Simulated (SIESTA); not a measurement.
Crystal: AgCl (Chlorargyrite).

```xyz
2
Lattice="0.0000 2.7350 2.7350 2.7350 0.0000 2.7350 2.7350 2.7350 0.0000" Properties=species:S:1:pos:R:3 pbc="T T T"
Ag    0.0000    0.0000    0.0000
Cl    2.7350    2.7350    2.7350
```

Base run:

* Program: SIESTA 5.4.2
* Functional: LDA
* Potentials or basis: PseudoDojo 0.4 standard (LDA files)
* Basis: DZP (energy shift 0.003 Ry; two zetas on semicore shells)
* Grid cutoff: 800 Ry
* Energy shift: 0.003 Ry
* k mesh: 8 × 8 × 8
* Occupations: fermi-dirac, width 0.05 eV
* Spin: no spin polarisation

Its results: band gap on the k mesh 0.87 eV, indirect (least direct gap 3.32 eV); pressure -3.5 GPa.

The run is repeated on the same cell with these changes: functional from LDA to PBEsol; potentials or basis from PseudoDojo 0.4 standard (LDA files) to PseudoDojo 0.4 standard (PBEsol files). What comes out?

Band gap on the k mesh 0.97 eV, indirect (least direct gap 3.39 eV); pressure -0.4 GPa.

Caveats: short orbitals over semicore shells can move pressures by several GPa; the basis of atomic orbitals isn't converged, which shifts pressures, moduli and gaps.
